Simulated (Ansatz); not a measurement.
## MoP (P-6m2): several responses side by side

The conventional cell has a = 3.207 Å, b = 3.207 Å, c = 3.173 Å, α = 90.00°, β = 90.00°, γ = 120.00°. Mo (atom 1) has 6 P at 2.44 Å as nearest neighbours. P (atom 2) is surrounded by 6 Mo at 2.44 Å.

Ansatz runs use the cell relaxed by PAW under their functional.

(1) What do its conduction electrons give? (PBEsol, all-electron LAPW in Ansatz 0.2.0, scalar-relativistic; a = 3.207, c = 3.173 Å; k mesh 14×14×12, fine mesh 20×20×16, Fermi-Dirac smearing of 0.080 eV, basis error target 1 meV/atom)

(2) How stiff is it? (PBEsol, PAW on Ansatz 0.2.0's default frozen-core files (fitted under PBE), scalar-relativistic; a = 3.208, c = 3.172 Å; k mesh 16×16×14, strains of ±0.005, Fermi-Dirac smearing of 0.100 eV, cutoff 420 eV)

(3) How does it vibrate? (PBEsol, all-electron LAPW in Ansatz 0.2.0, scalar-relativistic; a = 3.208, c = 3.172 Å; k mesh 12×12×10, Fermi-Dirac smearing of 0.100 eV, basis error target 1 meV/atom; q mesh 3×3×1)

Answers

(1) Fermi-surface sums: N(E_F) = 0.38 states/eV/atom, ħω_p (r.m.s. of x, y, z) = 5.7 eV, Fermi speed = 0.65×10⁶ m/s.

(2) Elastic moduli (Hill averages, relaxed ions; θ_D from sound speeds over directions): B = 237 GPa, G = 144 GPa, C11 = 361 GPa, C33 = 513 GPa, C44 = 184 GPa, ν = 0.248, θ_D = 596 K.

(3) Harmonic phonons by finite displacements (negative means unstable): highest mode = 440 cm⁻¹, lowest at K = 182 cm⁻¹, lowest optical at Γ = 406 cm⁻¹, highest at Γ = 410 cm⁻¹.

Limits of these numbers: these sums move with the mesh, by several per cent and more for small sheets (Fermi surface); frozen-core PAW files fitted under PBE, their cores solved anew for the functional of the run (moduli); responses of metals move with mesh and smearing (moduli, phonons); elastic stability says nothing of phonons or of other phases (moduli).
